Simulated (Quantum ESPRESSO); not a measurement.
Mg:

```
Mg
1.0
     3.20930    0.00000    0.00000
    -1.60465    2.77934    0.00000
     0.00000    0.00000    5.21030
Mg
2
Direct
  0.66667 0.33333 0.75000
  0.33333 0.66667 0.25000
```

- Program: Quantum ESPRESSO 7.5
- Task: phonons
- Functional: PBEsol
- Potentials or basis: GBRV 1.5 PBEsol
- Cutoff: 612 eV
- Density cutoff: 4898 eV
- k mesh: 10 × 10 × 5
- Occupations: cold, width 0.136 eV
- Spin: no spin polarisation
- Mixing beta: 0.5
- Most SCF iterations: 120
- SCF threshold: 4e-10 Ry

The cell and the atoms were relaxed first, to 22.50 Å³/atom (a = 3.141 Å, b = 3.141 Å, c = 5.268 Å, α = 90.00°, β = 90.00°, γ = 120.00°), and the response was taken there.

**Question.** Which optical modes does the crystal have at the zone centre, and which show in infrared and Raman spectra?

**Answer.** The optical modes are E2g + B1g. None is infrared active. Raman active: E2g.

Optical modes at Γ, degenerate ones joined:
| cm⁻¹ | components | symmetry | active in |
| --- | --- | --- | --- |
| 117 | 2 | E2g | Raman |
| 245 | 1 | B1g | silent |

Caveat: the mesh is thin for the phonons of a metal; before the sum rule the acoustic modes lie tens of cm⁻¹ from zero, a sign that the density grid also shifts the optical modes.
